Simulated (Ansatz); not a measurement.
# Residual resistivity of an alloy: Ag(111) with 4 layers of random Ag-Ir, 2x2

Aim: the residual resistivity of a random alloy, from Ag(111) with 4 layers of random Ag-Ir, 2x2 and longer regions.

Calculated with Ansatz 0.2.0; Ansatz plane-wave DFT, PBE, PAW files; ballistic transport by layer matching (Landauer), zero bias; PAW set soft_1.

## Step 1: Set-up

The cell holds 40 atoms: 38 Ag and 2 Ir. Its edges and angles: a = 5.779 Å, b = 5.779 Å, c = 23.651 Å, α = 93.5°, β = 86.5°, γ = 120.0°. It derives from Ag. Regions: lead, 24 atoms (24 Ag); scattering region, 16 atoms (14 Ag and 2 Ir). The structure is stacked along c, and the current runs across the ab planes.

## Step 2: With 4 alloy layers

In 4 layers a share of 0.125 of the sites is given to Ir at random. The layers about the cell's end stay perfect and serve as the lead. Energies from -0.05 to 0.05 eV in steps of 0.05 eV are too few for the program's thermal sum, so it prints no conductance; for a metal the transmission near the Fermi level serves, at a fraction of the cost.

input.yaml

```yaml
crystal:
  lattice:
    - [5.7787594586, 0.0, 0.0]
    - [-2.8893797293, 5.0045524935, 0.0]
    - [1.4446898646, -0.8340920822, 23.5916866996]
  atoms:
    - { symbol: Ag, position: [0.9916666667, 0.0083333333, 0.05] }
    - { symbol: Ag, position: [0.9916666667, 0.5083333333, 0.05] }
    - { symbol: Ag, position: [0.4916666667, 0.0083333333, 0.05] }
    - { symbol: Ag, position: [0.4916666667, 0.5083333333, 0.05] }
    - { symbol: Ag, position: [0.1416666667, 0.3583333333, 0.15] }
    - { symbol: Ag, position: [0.1416666667, 0.8583333333, 0.15] }
    - { symbol: Ag, position: [0.6416666667, 0.3583333333, 0.15] }
    - { symbol: Ag, position: [0.6416666667, 0.8583333333, 0.15] }
    - { symbol: Ag, position: [0.2916666667, 0.2083333333, 0.25] }
    - { symbol: Ag, position: [0.2916666667, 0.7083333333, 0.25] }
    - { symbol: Ag, position: [0.7916666667, 0.2083333333, 0.25] }
    - { symbol: Ag, position: [0.7916666667, 0.7083333333, 0.25] }
    - { symbol: Ag, position: [0.9416666667, 0.0583333333, 0.35] }
    - { symbol: Ag, position: [0.9416666667, 0.5583333333, 0.35] }
    - { symbol: Ag, position: [0.4416666667, 0.0583333333, 0.35] }
    - { symbol: Ag, position: [0.4416666667, 0.5583333333, 0.35] }
    - { symbol: Ag, position: [0.0916666667, 0.4083333333, 0.45] }
    - { symbol: Ag, position: [0.0916666667, 0.9083333333, 0.45] }
    - { symbol: Ag, position: [0.5916666667, 0.4083333333, 0.45] }
    - { symbol: Ag, position: [0.5916666667, 0.9083333333, 0.45] }
    - { symbol: Ag, position: [0.2416666667, 0.2583333333, 0.55] }
    - { symbol: Ag, position: [0.2416666667, 0.7583333333, 0.55] }
    - { symbol: Ag, position: [0.7416666667, 0.2583333333, 0.55] }
    - { symbol: Ag, position: [0.7416666667, 0.7583333333, 0.55] }
    - { symbol: Ir, position: [0.8916666667, 0.1083333333, 0.65] }
    - { symbol: Ag, position: [0.8916666667, 0.6083333333, 0.65] }
    - { symbol: Ag, position: [0.3916666667, 0.1083333333, 0.65] }
    - { symbol: Ir, position: [0.3916666667, 0.6083333333, 0.65] }
    - { symbol: Ag, position: [0.0416666667, 0.4583333333, 0.75] }
    - { symbol: Ag, position: [0.0416666667, 0.9583333333, 0.75] }
    - { symbol: Ag, position: [0.5416666667, 0.4583333333, 0.75] }
    - { symbol: Ag, position: [0.5416666667, 0.9583333333, 0.75] }
    - { symbol: Ag, position: [0.1916666667, 0.3083333333, 0.85] }
    - { symbol: Ag, position: [0.1916666667, 0.8083333333, 0.85] }
    - { symbol: Ag, position: [0.6916666667, 0.3083333333, 0.85] }
    - { symbol: Ag, position: [0.6916666667, 0.8083333333, 0.85] }
    - { symbol: Ag, position: [0.8416666667, 0.1583333333, 0.95] }
    - { symbol: Ag, position: [0.8416666667, 0.6583333333, 0.95] }
    - { symbol: Ag, position: [0.3416666667, 0.1583333333, 0.95] }
    - { symbol: Ag, position: [0.3416666667, 0.6583333333, 0.95] }
kpoints:
  mp_grid: { grid: [4, 4, 1] }
hamiltonian:
  xc: pbe
  pseudopotentials: { kind: paw, azcp: { folder: soft_1 } }
scf:
  occupations: { method: fermi_dirac, width: 0.1 }
output:
  transmission: { leads: [[0, 4]], kmesh: [8, 8], e_range: [-0.05, 0.05], de: 0.05 }
  write_potential: true
  write_density: true
  volumetric_format: npy
```

Run with:

```console
$ ansatz run input.yaml --threads 4 --pin off --max-ram 15360MiB --backend cpu --events-out ev --progress --plain --runs-dir out
```

Numbers of over 12 decimals in the logs are rounded to 6 here.

Log:

```text
Engine: ansatz 0.2.0, aarch64-unknown-linux-gnu
Pseudopotentials: kind: paw
Pseudopotential: Ag, paw, valence charge 19, recommended cutoff 420 eV (normal), soft_1/Ag.paw.azcp
Pseudopotential: Ir, paw, valence charge 17, recommended cutoff 420 eV (normal), soft_1/Ir.paw.azcp
Functional definition: PBE
  parameter kappa = 0.804
  parameter beta = 0.066725
  exchange = pbe_x(kappa = kappa, mu = beta*pi^2/3)
  correlation = pbe_c(beta = beta)
Crystal: 40 atoms, lattice volume = 682.274 Å³
Basis set: ecut = 420 eV, 13363 PW (Γ)
Bands: 454, of which v1, the nominal top of the filled ones, is band 378 counted from 1 (377 counted from 0)
Symmetry: 8 space group operations
Space group: P2/m (ITA 10), of the structure as read, at distance tolerance 8.8e-5 Å
k-points: 7 of 16
Non-local potential: Ag, projectors of the file, l = 0: 3, l = 1: 2, l = 2: 2, l = 3: 1
Non-local potential: Ir, projectors of the file, l = 0: 3, l = 1: 2, l = 2: 2, l = 3: 1
PAW form: soft (Blöchl's): semilocal exchange-correlation on the pseudo side does not see the compensation charge
PAW one-centre angular grid: Ag, 590 points (default); XC on 64 Gauss nodes
PAW one-centre angular grid: Ir, 590 points (default); XC on 64 Gauss nodes
Initial density: superposition of atomic densities (chi_scale 0.1, normalization cell, long waves of neutral atoms (reshape's long-wave potential 2.27 eV rms, cloud 2.86 Å wide))
Initial wavefunctions: pseudopotential atomic-orbital guess
Functional: x = pbe(κ = 0.804, μ = 0.219515), c = pbe(β = 0.066725)
SCF iter   1: F=—  HF=-312323.519841 eV  |F-HF|=—  |Δ(HF+E_count)|=         —  Δρ=7.02e-2  dr2=5.99e1  ethr=3.10e-3  ⟨swp⟩=4.0  Hψ=9464  notcnv=0  defer=59
preconditioner: auto → Kerker (q_TF=auto, 2.775 Å⁻¹)  [metal: Δε(μ)=0.049 eV  Ē_g=10.059 eV  σ=0.100 eV  W_gap=0.12  n_scr=260 (ndim 8)  ℏωp=29.7 eV  f_vac=0.000  D(μ)=14.20/eV (n_scr^D=80)]
SCF iter   2: F=—  HF=-312316.183477 eV  |F-HF|=—  |Δ(HF+E_count)|=    7.34e0  Δρ=3.18e-2  dr2=1.68e1  ethr=3.10e-3  ⟨swp⟩=2.9  Hψ=5148  notcnv=0  defer=368
SCF iter   3: F=—  HF=-312314.001927 eV  |F-HF|=—  |Δ(HF+E_count)|=    2.18e0  Δρ=8.25e-3  dr2=8.55e-1  ethr=2.22e-3  ⟨swp⟩=2.6  Hψ=4207  notcnv=0  defer=368
SCF iter   4: F=—  HF=-312313.963565 eV  |F-HF|=—  |Δ(HF+E_count)|=   3.84e-2  Δρ=2.57e-3  dr2=1.16e-1  ethr=1.13e-4  ⟨swp⟩=2.0  Hψ=3713  notcnv=0  defer=365
SCF iter   5: F=—  HF=-312313.968964 eV  |F-HF|=—  |Δ(HF+E_count)|=   5.40e-3  Δρ=5.56e-4  dr2=1.73e-2  ethr=1.53e-5  ⟨swp⟩=2.0  Hψ=2882  notcnv=0  defer=365
SCF iter   6: F=—  HF=-312313.968885 eV  |F-HF|=—  |Δ(HF+E_count)|=   7.95e-5  Δρ=2.40e-4  dr2=3.43e-3  ethr=2.29e-6  ⟨swp⟩=1.1  Hψ=2813  notcnv=0  defer=365
SCF iter   7: F=—  HF=-312313.968892 eV  |F-HF|=—  |Δ(HF+E_count)|=   6.95e-6  Δρ=8.51e-5  dr2=3.99e-4  ethr=4.53e-7  ⟨swp⟩=1.0  Hψ=2812  notcnv=0  defer=365
SCF iter   8: F=—  HF=-312313.968684 eV  |F-HF|=—  |Δ(HF+E_count)|=   2.08e-4  Δρ=4.49e-5  dr2=4.87e-5  ethr=5.28e-8  ⟨swp⟩=1.0  Hψ=2812  notcnv=0  defer=365
SCF iter   9: F=—  HF=-312313.967928 eV  |F-HF|=—  |Δ(HF+E_count)|=   7.56e-4  Δρ=1.31e-5  dr2=7.74e-6  ethr=6.44e-9  ⟨swp⟩=2.0  Hψ=3894  notcnv=0  defer=365
SCF iter  10: F=—  HF=-312313.967928 eV  |F-HF|=—  |Δ(HF+E_count)|=   1.29e-7  Δρ=4.29e-6  dr2=4.62e-7  ethr=1.02e-9  ⟨swp⟩=2.0  Hψ=3347  notcnv=0  defer=365
SCF iter  11: F=-312313.967927 eV  HF=-312313.967928 eV  |F-HF|=6.42e-8  |Δ(HF+E_count)|=   2.82e-8  Δρ=1.35e-6  dr2=7.16e-8  ethr=1.32e-11  ⟨swp⟩=8.4  Hψ=11562  notcnv=0
SCF 1 converged in 11 iterations: F = -312313.967927 eV  dr2 = 7.16e-8
  greatest PAW one-centre occupation: 1.001 electrons in one spin orbital (limit 2), on the Ag atom at site 26 (counted from 0), in its partial waves of l = 0
transmission: 72 of 651 steps passed
transmission: 138 of 651 steps passed
[...]
transmission: 651 of 651 steps passed
SCF converged after 11 iterations
Free energy (F): -312313.967927 eV
Harris-Foulkes:  -312313.967928 eV  (|F-HF|=6.42e-8)
Internal energy: -312313.454762 eV  (E = F + TS)
E sigma→0 (E₀):  -312313.711345 eV
Entropy (-TS):   -0.513165 eV (-12.829 meV/atom)
Fermi energy:    17.308684 eV
--- Per-component energies (eV) ---
  E_band       = -9294.175099
  E_kinetic    = 18853.092214
  E_local      = -82053.667727  (includes V_loc(G=0)·N_el)
  E_nonlocal   = 1583.592352
  E_hartree    = 40022.404112
  E_xc         = -6506.666629
  E_vxc        = -8166.640555  (∫ρ·V_xc dr)
  E_paw        = -168829.631867  (= ΣΔE_a)
  E_vpaw       = -19555.363385  (= ΣTr[D̂ρ^β])
  E_aug_tail   = 0.015087  (compensation charges beyond the density's cutoff)
  E_ewald      = -115382.592305
  E_smearing   = -0.513165  (= −TS)
  E_closure    = 0.000000  (closes the sum)
  Σ components = -312313.967927   (vs F -312313.967927, Δ=0.00e0)
--- Band table (eV; the first three rows and the last of 7) ---
  k-point 0: bands = [... 374 lower, 17.5634, 17.5810, 17.6031, 17.8729, 17.8999, 17.9333, 18.0002, 18.1821, ... 72 higher]
  k-point 1: bands = [... 374 lower, 16.9640, 17.0322, 17.1703, 17.2056, 17.2395, 17.3993, 17.4556, 17.8116, ... 72 higher]
  k-point 2: bands = [... 374 lower, 16.8559, 16.8559, 17.0283, 17.0283, 17.3529, 17.3529, 17.7589, 17.7589, ... 72 higher]
  k-point 6: bands = [... 374 lower, 16.9686, 17.0008, 17.0471, 17.0714, 17.3410, 17.5695, 17.7189, 17.7740, ... 72 higher]
--- Transmission ---
  basis      : 253 plane waves across, 31 finite elements along
  points     : 21, standing for a mesh of 8 x 8
  energies   : 3 from -0.050000 to 0.050000 eV about the Fermi level, 0.050000 eV apart; the leads are filled to 0.000000 eV, and channels, transmission and decay are at 0.000000 eV
  crystal 0  : Ag4, at the sites [0, 4], period 2.3592 Å, over 21.23 Å; its Hamiltonian steps by up to 11.8 meV
    offset         : up to 0.0000 Å between an atom of the period and one for which it stands
    channels       : 3.234375e0 a spin
    conductance    : none, the energies end too early or step too widely for 300 K: set another output.transmission.e_range or a lower de, or, where they end at an eighth of basis.ecutwfc, a higher one
  junction   : crystal 0 to crystal 0, 4.02 to 25.25 Å
    transmission   : 1.980933e0 a spin
    conductance    : none, the energies end too early or step too widely for 300 K: set another output.transmission.e_range or a lower de, or, where they end at an eighth of basis.ecutwfc, a higher one
```

It took 7.2 min on 4 threads of Arm Neoverse N1, shared host; peak memory 5.4 GiB; 24 min of CPU time.

The column dr2 measures how far the density is from self-consistency, as an energy; F and HF (Harris–Foulkes) agree once it is small.

Numbers from this step:

```
free energy                                    : -312313.9679 eV
energy at zero smearing                        : -312313.7113 eV
Fermi energy                                   : 17.31 eV
cell area                                      : 28.92 Å²
transmission per spin nearest the Fermi level  : 1.981
open channels per spin nearest the Fermi level : 3.234
step of the lead's potential                   : 11.8 meV
```

Per spin. The transmission, zone mean by energy, zero at the Fermi level:

```
energy (eV)  transmission, zone mean
    -0.0500                     1.91
     0.0000                     1.98
     0.0500                     2.09
```

Per spin. Table of open channels, zone mean, lead by energy, zero at the Fermi level:

```csv
energy (eV),"open channels, zone mean, lead"
-0.0500,3.33
0.0000,3.23
0.0500,3.23
```

Transmission over k1 and k2. At 0.0000 eV from the Fermi level.

Ten even steps from '0' (1.02) to '9' (3.22):
```
09334376
63924477
33251043
34418144
33401523
67744293
06734339
90633360
```
Columns: k1 (b1) from -0.5 to 0.375; rows upwards: k2 (b2) from -0.5 to 0.375.

Open channels over k1 and k2. At 0.0000 eV from the Fermi level.

Ten even steps from '0' (3.00) to '9' (4.00):
```
09009000
00909000
00000000
99900099
00000000
00009090
00009009
90009000
```
Columns: k1 (b1) from -0.5 to 0.375; rows upwards: k2 (b2) from -0.5 to 0.375.

Over the solved energies the transmission per spin lies between 1.91 and 2.09, out of 3.27 channels of the lead on average (up to 3.33).

## Step 3: With 8 alloy layers

In 8 layers a share of 0.125 of the sites is given to Ir at random. A fresh draw is used; the growth of the resistance with length is what counts.

System of this step: Ag(111) with 8 layers of random Ag-Ir, 2x2. The cell holds 56 atoms: 52 Ag and 4 Ir. Its edges and angles: a = 5.779 Å, b = 5.779 Å, c = 33.070 Å, α = 87.5°, β = 92.5°, γ = 120.0°. It derives from Ag. Regions: lead, 24 atoms (24 Ag); scattering region, 32 atoms (28 Ag and 4 Ir). The structure is stacked along c, and the current runs across the ab planes.

input.yaml

```yaml
crystal:
  lattice:
    - [5.7787594586, 0.0, 0.0]
    - [-2.8893797293, 5.0045524935, 0.0]
    - [-1.4446898646, 0.8340920822, 33.0283613795]
  atoms:
    - { symbol: Ag, position: [0.005952381, 0.994047619, 0.0357142857] }
    - { symbol: Ag, position: [0.005952381, 0.494047619, 0.0357142857] }
    - { symbol: Ag, position: [0.505952381, 0.994047619, 0.0357142857] }
    - { symbol: Ag, position: [0.505952381, 0.494047619, 0.0357142857] }
    - { symbol: Ag, position: [0.1845238095, 0.3154761905, 0.1071428571] }
    - { symbol: Ag, position: [0.1845238095, 0.8154761905, 0.1071428571] }
    - { symbol: Ag, position: [0.6845238095, 0.3154761905, 0.1071428571] }
    - { symbol: Ag, position: [0.6845238095, 0.8154761905, 0.1071428571] }
    - { symbol: Ag, position: [0.3630952381, 0.1369047619, 0.1785714286] }
    - { symbol: Ag, position: [0.3630952381, 0.6369047619, 0.1785714286] }
    - { symbol: Ag, position: [0.8630952381, 0.1369047619, 0.1785714286] }
    - { symbol: Ag, position: [0.8630952381, 0.6369047619, 0.1785714286] }
    - { symbol: Ag, position: [0.0416666667, 0.9583333333, 0.25] }
    - { symbol: Ag, position: [0.0416666667, 0.4583333333, 0.25] }
    - { symbol: Ir, position: [0.5416666667, 0.9583333333, 0.25] }
    - { symbol: Ag, position: [0.5416666667, 0.4583333333, 0.25] }
    - { symbol: Ag, position: [0.2202380952, 0.2797619048, 0.3214285714] }
    - { symbol: Ag, position: [0.2202380952, 0.7797619048, 0.3214285714] }
    - { symbol: Ag, position: [0.7202380952, 0.2797619048, 0.3214285714] }
    - { symbol: Ag, position: [0.7202380952, 0.7797619048, 0.3214285714] }
    - { symbol: Ag, position: [0.3988095238, 0.1011904762, 0.3928571429] }
    - { symbol: Ag, position: [0.3988095238, 0.6011904762, 0.3928571429] }
    - { symbol: Ag, position: [0.8988095238, 0.1011904762, 0.3928571429] }
    - { symbol: Ag, position: [0.8988095238, 0.6011904762, 0.3928571429] }
    - { symbol: Ag, position: [0.0773809524, 0.9226190476, 0.4642857143] }
    - { symbol: Ag, position: [0.0773809524, 0.4226190476, 0.4642857143] }
    - { symbol: Ag, position: [0.5773809524, 0.9226190476, 0.4642857143] }
    - { symbol: Ag, position: [0.5773809524, 0.4226190476, 0.4642857143] }
    - { symbol: Ir, position: [0.255952381, 0.244047619, 0.5357142857] }
    - { symbol: Ag, position: [0.255952381, 0.744047619, 0.5357142857] }
    - { symbol: Ag, position: [0.755952381, 0.244047619, 0.5357142857] }
    - { symbol: Ag, position: [0.755952381, 0.744047619, 0.5357142857] }
    - { symbol: Ag, position: [0.4345238095, 0.0654761905, 0.6071428571] }
    - { symbol: Ag, position: [0.4345238095, 0.5654761905, 0.6071428571] }
    - { symbol: Ag, position: [0.9345238095, 0.0654761905, 0.6071428571] }
    - { symbol: Ag, position: [0.9345238095, 0.5654761905, 0.6071428571] }
    - { symbol: Ag, position: [0.1130952381, 0.8869047619, 0.6785714286] }
    - { symbol: Ag, position: [0.1130952381, 0.3869047619, 0.6785714286] }
    - { symbol: Ir, position: [0.6130952381, 0.8869047619, 0.6785714286] }
    - { symbol: Ag, position: [0.6130952381, 0.3869047619, 0.6785714286] }
    - { symbol: Ag, position: [0.2916666667, 0.2083333333, 0.75] }
    - { symbol: Ag, position: [0.2916666667, 0.7083333333, 0.75] }
    - { symbol: Ag, position: [0.7916666667, 0.2083333333, 0.75] }
    - { symbol: Ir, position: [0.7916666667, 0.7083333333, 0.75] }
    - { symbol: Ag, position: [0.4702380952, 0.0297619048, 0.8214285714] }
    - { symbol: Ag, position: [0.4702380952, 0.5297619048, 0.8214285714] }
    - { symbol: Ag, position: [0.9702380952, 0.0297619048, 0.8214285714] }
    - { symbol: Ag, position: [0.9702380952, 0.5297619048, 0.8214285714] }
    - { symbol: Ag, position: [0.1488095238, 0.8511904762, 0.8928571429] }
    - { symbol: Ag, position: [0.1488095238, 0.3511904762, 0.8928571429] }
    - { symbol: Ag, position: [0.6488095238, 0.8511904762, 0.8928571429] }
    - { symbol: Ag, position: [0.6488095238, 0.3511904762, 0.8928571429] }
    - { symbol: Ag, position: [0.3273809524, 0.1726190476, 0.9642857143] }
    - { symbol: Ag, position: [0.3273809524, 0.6726190476, 0.9642857143] }
    - { symbol: Ag, position: [0.8273809524, 0.1726190476, 0.9642857143] }
    - { symbol: Ag, position: [0.8273809524, 0.6726190476, 0.9642857143] }
kpoints:
  mp_grid: { grid: [4, 4, 1] }
hamiltonian:
  xc: pbe
  pseudopotentials: { kind: paw, azcp: { folder: soft_1 } }
scf:
  occupations: { method: fermi_dirac, width: 0.1 }
output:
  transmission: { leads: [[0, 4]], kmesh: [8, 8], e_range: [-0.05, 0.05], de: 0.05 }
  write_potential: true
  write_density: true
  volumetric_format: npy
```

Log:

```text
[...]
Crystal: 56 atoms, lattice volume = 955.184 Å³
Basis set: ecut = 420 eV, 18759 PW (Γ)
Bands: 634, of which v1, the nominal top of the filled ones, is band 528 counted from 1 (527 counted from 0)
Symmetry: 2 space group operations
[...]
k-points: 7 of 16 (time reversal used)
[...]
SCF iter   1: F=—  HF=-442467.275914 eV  |F-HF|=—  |Δ(HF+E_count)|=         —  Δρ=7.03e-2  dr2=9.71e1  ethr=3.10e-3  ⟨swp⟩=4.0  Hψ=13218  notcnv=0  defer=69
[...]
SCF iter  13: F=-442453.508238 eV  HF=-442453.508238 eV  |F-HF|=6.58e-9  |Δ(HF+E_count)|=   2.39e-9  Δρ=2.66e-7  dr2=6.94e-9  ethr=9.47e-12  ⟨swp⟩=8.7  Hψ=15378  notcnv=0
SCF 1 converged in 13 iterations: F = -442453.508238 eV  dr2 = 6.94e-9
[...]
transmission: 98 of 966 steps passed
transmission: 194 of 966 steps passed
[...]
transmission: 966 of 966 steps passed
SCF converged after 13 iterations
Free energy (F): -442453.508238 eV
[...]
Internal energy: -442452.776398 eV  (E = F + TS)
E sigma→0 (E₀):  -442453.142318 eV
Entropy (-TS):   -0.731840 eV (-13.069 meV/atom)
Fermi energy:    17.286952 eV
[...]
--- Band table (eV; the first three rows and the last of 7) ---
  k-point 0: bands = [... 524 lower, 17.4852, 17.6801, 17.7211, 17.7933, 17.8124, 18.0030, 18.0572, 18.2055, ... 102 higher]
  k-point 1: bands = [... 524 lower, 17.1210, 17.1730, 17.2745, 17.3248, 17.3720, 17.4584, 17.5420, 17.6327, ... 102 higher]
  k-point 2: bands = [... 524 lower, 17.0080, 17.1348, 17.1572, 17.2800, 17.3537, 17.4229, 17.5050, 17.6107, ... 102 higher]
  k-point 6: bands = [... 524 lower, 16.9264, 17.0044, 17.0460, 17.2394, 17.2413, 17.3977, 17.4216, 17.4452, ... 102 higher]
--- Transmission ---
  basis      : 253 plane waves across, 46 finite elements along
  points     : 21, standing for a mesh of 8 x 8
[...]
channels       : 3.140625e0 a spin
[...]
junction   : crystal 0 to crystal 0, 0.70 to 31.37 Å
    transmission   : 1.363256e0 a spin
[...]
```

Wall time 14 min (4 threads); peak memory 8.1 GiB; 55 min of CPU time.

Numbers from this step:

```yaml
free_energy: -442453.5082 eV
energy_at_zero_smearing: -442453.1423 eV
fermi_energy: 17.29 eV
transmission_per_spin_nearest_the_fermi_level: 1.363
open_channels_per_spin_nearest_the_fermi_level: 3.141
step_of_the_lead_s_potential: 31.8 meV
```

Per spin. The transmission, zone mean by energy, zero at the Fermi level:

```
energy (eV)  transmission, zone mean
    -0.0500                     1.38
     0.0000                     1.36
     0.0500                     1.43
```

Over the solved energies the transmission per spin lies between 1.36 and 1.43, out of 3.23 channels of the lead on average (up to 3.33). The log calls the step of a lead's potential too much.

(Part 1 of 2 ends here.)

[Logs are printed without paths, hosts, clocks, repeated set-up lines and the standing remarks that a program may print on its own settings, such as how far it seeks lower states.]

[Hosts, paths, dates, database ids (printed as entryN), source tags and the programs' standing remarks are cut or masked in the printed files.]
